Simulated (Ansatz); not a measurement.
# What a change of settings does to a run on Ga

The structure is an experimental refinement, used without relaxation.

First run: DFT, LDA, all-electron LAPW, scalar-relativistic (Ansatz 0.2.0).

Command: `ansatz run input.yaml --threads 1 --pin off --max-ram 2048MiB --backend cpu --events-out ev --progress --plain --runs-dir out` The run took 2.5 min on 1 thread of Arm Neoverse V1 (shared host), peak memory 1.4 GiB.

```yaml
crystal:
  lattice:
    - [1.383, -4.0265, 0.0]
    - [1.383, 4.0265, 0.0]
    - [-0.11745, 0.0, 3.32993]
  atoms:
    - { symbol: Ga, position: [0.869, 0.131, 0.25] }
    - { symbol: Ga, position: [0.131, 0.869, 0.75] }
kpoints:
  mp_grid: { grid: [14, 14, 11] }
  band_path:
    path:
      - [0.0, 0.0, 0.0]
      - [-0.5, 0.5, 0.0]
      - [-0.5, 0.5, 0.5]
      - [0.0, 0.0, 0.5]
      - [0.0, 0.0, 0.0]
      - [-0.5, 0.0, 0.5]
      - [0.0, 0.0, 0.0]
      - [-0.5, 0.0, 0.0]
    npoints: 5
scf:
  occupations: { method: fermi_dirac, width: 0.05 }
hamiltonian:
  xc: lda
  pseudopotentials: { kind: all_electron, lapw: { basis_error: 0.0005 } }
output:
  forces: true
  stress: true
  eigenvalues: true
```

Result: converged; pressure -3.83 GPa; largest force 0.163 eV/Å; no gap on the k mesh; 8 SCF iterations.

A second input differs as follows:

```diff
@@ -1,7 +1,7 @@
 crystal:
   lattice:
-    - [1.383, -4.0265, 0.0]
-    - [1.383, 4.0265, 0.0]
-    - [-0.11745, 0.0, 3.32993]
+    - [2.6134912, -7.60898214, 0.0]
+    - [2.6134912, 7.60898214, 0.0]
+    - [-0.22194833, 0.0, 6.29265563]
   atoms:
     - { symbol: Ga, position: [0.869, 0.131, 0.25] }
@@ -22,4 +22,5 @@
 scf:
   occupations: { method: fermi_dirac, width: 0.05 }
+  max_iter: 80
 hamiltonian:
   xc: lda
```

Question: What is wrong with it, and what does the program do?

Answer: The fault is a lattice typed in bohr. The run converged; pressure -1.24 GPa; largest force 0.016 eV/Å; no gap on the k mesh; 8 SCF iterations. The numbers describe a strongly squeezed or stretched cell, not the crystal at ambient pressure. The log ends:
```
  P = ⅓ Tr σ = -1.2390 GPa (-12.390 kbar)
--- Band table (eV; the first three rows and the last of 582) ---
  k-point 0: bands = ["-17.2040", "-17.2038", "-17.2009", "-17.2008", "-17.2001", "-17.1989", "-17.1901", "-17.1899", "-17.1897", "-17.1896", "-7.0364", "-6.7217", "-1.0681", "-0.5808", "0.3352", "0.3648", "0.4487"]
  k-point 1: bands = ["-17.2040", "-17.2038", "-17.2009", "-17.2008", "-17.2001", "-17.1989", "-17.1901", "-17.1899", "-17.1897", "-17.1896", "-7.0288", "-6.7265", "-1.0451", "-0.6147", "0.2002", "0.3688", "0.4241"]
  k-point 2: bands = ["-17.2040", "-17.2038", "-17.2009", "-17.2008", "-17.2000", "-17.1990", "-17.1901", "-17.1900", "-17.1897", "-17.1896", "-7.0070", "-6.7409", "-0.9767", "-0.6943", "-0.0678", "0.2967", "0.3869"]
  k-point 581: bands = ["-17.2038", "-17.2038", "-17.2009", "-17.2008", "-17.1996", "-17.1995", "-17.1900", "-17.1900", "-17.1897", "-17.1896", "-6.8578", "-6.8567", "-1.3170", "-1.3101", "0.4065", "0.4636", "0.4729"]
```
